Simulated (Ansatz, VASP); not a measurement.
## Two plane-wave programs on RbBr

```
Rb Br
1.0
     0.00000    3.31167    3.46083
     3.31167    0.00000    3.46083
     3.31167    3.31167    0.00000
Rb Br
1 1
Cartesian
  0.0000 0.0000 0.0000
  3.3117 3.3117 3.4608
```

Change from the starting cell: biaxial_xy strain -4.3%.

Alike in both runs: task single point; functional r2SCAN; k mesh 6 × 6 × 6; no spin polarisation.

|  | VASP | Ansatz |
| --- | --- | --- |
| version | VASP 6.6.1 | Ansatz 0.2.0 |
| potentials or method | VASP PAW PBE potentials, release 64 (Rb_sv, Br) | plane waves, PAW |
| plane-wave cutoff (eV) | 520 | 500 |
| occupations | gaussian, width 0.01 eV | fixed |
| valence electrons in the cell | 16 | 16 |

```csv
,VASP,Ansatz,Ansatz less VASP
gap on the k mesh at the Fermi level (eV),5.10,5.10,+0.001
pressure (GPa),1.7,1.7,-0.03
largest component of the traceless stress (GPa),1.33,1.31,-0.012
```

Caveats: the PAW data sets were made with another functional, which shifts forces and pressure a little (VASP).
